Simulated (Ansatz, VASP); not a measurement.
**One calculation of Te2Pt (Moncheite), two programs**

INCAR

```
SYSTEM = Te2Pt
PREC = Accurate
ENCUT = 520
EDIFF = 1E-7
ISMEAR = -1
SIGMA = 0.02
LREAL = .FALSE.
LASPH = .TRUE.
NELM = 100
ALGO = Normal
ISIF = 2
LWAVE = .FALSE.
LCHARG = .FALSE.
GGA = PS
NBANDS = 18
```

Contents of KPOINTS:

```
regular mesh
0
G
  6 6 4
  0 0 0
```

The input POSCAR:

```
Te2Pt
1.0
    4.0381735148      0.0000000000      0.0000000000
   -2.0190867574      3.4971608487      0.0000000000
    0.0000000000      0.0000000000      5.3109405973
Te Pt
2 1
Direct
    0.3333333333      0.6666666667      0.2568471022
    0.6666666667      0.3333333333      0.7431528978
    0.0000000000      0.0000000000      0.0000000000
```

Input for Ansatz:

```yaml
crystal:
  lattice:
    - [4.0381735148, 0.0, 0.0]
    - [-2.0190867574, 3.4971608487, 0.0]
    - [0.0, 0.0, 5.3109405973]
  atoms:
    - { symbol: Te, position: [0.3333333333, 0.6666666667, 0.2568471022] }
    - { symbol: Te, position: [0.6666666667, 0.3333333333, 0.7431528978] }
    - { symbol: Pt, position: [0.0, 0.0, 0.0] }
kpoints:
  mp_grid: { grid: [6, 6, 4] }
hamiltonian:
  xc: pbesol
scf:
  occupations: { method: fermi_dirac, width: 0.02 }
  n_extra_bands: 4
output:
  forces: true
  stress: true
  eigenvalues: true
```

Alike in both runs: task single point; functional PBEsol; k mesh 6 × 6 × 4; occupations fermi-dirac, width 0.02 eV; no spin polarisation.

|  | VASP | Ansatz |
| --- | --- | --- |
| version | VASP 6.6.1 | Ansatz 0.2.0 |
| potentials or method | VASP PAW PBE potentials, release 64 (Te, Pt) | plane waves, PAW |
| plane-wave cutoff (eV) | 520 | 420 |
| valence electrons in the cell | 22 | 50 |

```csv
,VASP,Ansatz,Ansatz less VASP
pressure (GPa),-1.4,-1.3,+0.10
largest component of the traceless stress (GPa),0.52,0.54,+0.016
rms of the force components (eV/Å),0.024,0.026,+0.0028
```

Atom by atom the forces differ by 0.003 eV/Å (rms over components). The two sets of potentials don't hold the same shells in valence.

Caveats: the PAW data sets were made with another functional, which shifts forces and pressure a little (VASP). Spin-orbit coupling is left out, which matters for the levels of Pt, Te.
